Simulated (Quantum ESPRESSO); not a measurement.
FeO:

```xyz
2
Lattice="1.5177 0.8762 2.5158 -1.5177 0.8762 2.5158 0.0000 -1.7525 2.5158" Properties=species:S:1:pos:R:3 pbc="T T T"
Fe    0.0000    0.0000    0.0000
O     0.0000    0.0000    3.7737
```

Base run:

- Program: Quantum ESPRESSO 7.5
- Functional: PBE
- Potentials or basis: GBRV 1.5 PBE
- Cutoff: 762 eV
- Density cutoff: 6095 eV
- k mesh: 8 × 8 × 8
- Occupations: gaussian, width 0.05 eV
- Spin: collinear spin, ferromagnetic start
- Starting moments: [4.0, 0.0] μB
- Hubbard terms: Fe d U = 5 eV

Its results: band gap on the k mesh none (metal or under the smearing width); pressure 5.3 GPa; net moment 4.00 μB per cell; site moments Fe +3.59; O +0.22 μB.

Question: After a change of settings the same cell gave: band gap on the k mesh none (metal or under the smearing width); pressure 4.7 GPa; net moment 4.00 μB per cell; site moments Fe +3.57; O +0.24 μB. Which change was it?
A. potentials or basis from GBRV 1.5 PBE to JTH 2.0 PBE; cutoff from 762 eV to 735 eV; density cutoff from 6095 eV to 4408 eV; hubbard terms from Fe d U = 5 eV to none
B. hubbard terms from Fe d U = 5 eV to Fe d U = 4 eV
C. hubbard terms from Fe d U = 5 eV to Fe d U = 2 eV

Answer: B.

Caveats: a cell with one magnetic atom can't hold antiferromagnetic order, which such compounds often take.
